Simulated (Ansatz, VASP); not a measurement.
**One calculation of Li2O, two programs**

```xyz
3
Lattice="0.0000 2.2470 2.2470 2.2470 0.0000 2.2470 2.2470 2.2470 0.0000" Properties=species:S:1:pos:R:3 pbc="T T T"
Li    1.1235    1.1235    1.1235
Li    3.3705    3.3705    3.3705
O     0.0000    0.0000    0.0000
```

Alike in both runs: functional LDA; k mesh 8 × 8 × 8; occupations gaussian, width 0.02 eV; no spin polarisation.

Ansatz relaxed the structure, and its values are those at the end. VASP's run is a single point on that final structure, the one shown.

```csv
,VASP,Ansatz
version,VASP 6.6.1,Ansatz 0.2.0
potentials or method,"VASP PAW LDA potentials, release 64 (Li_sv, O)","scalar-relativistic, plane waves, PAW"
plane-wave cutoff (eV),520,420
valence electrons in the cell,12,12
```

|  | VASP | Ansatz | Ansatz less VASP |
| --- | --- | --- | --- |
| gap on the k mesh at the Fermi level (eV) | 4.94 | 4.96 | +0.018 |
| least direct gap on the mesh (eV) | 5.89 | 5.88 | -0.015 |

 A k mesh can miss the band edges. As with any semilocal functional, this LDA gap is likely too small.
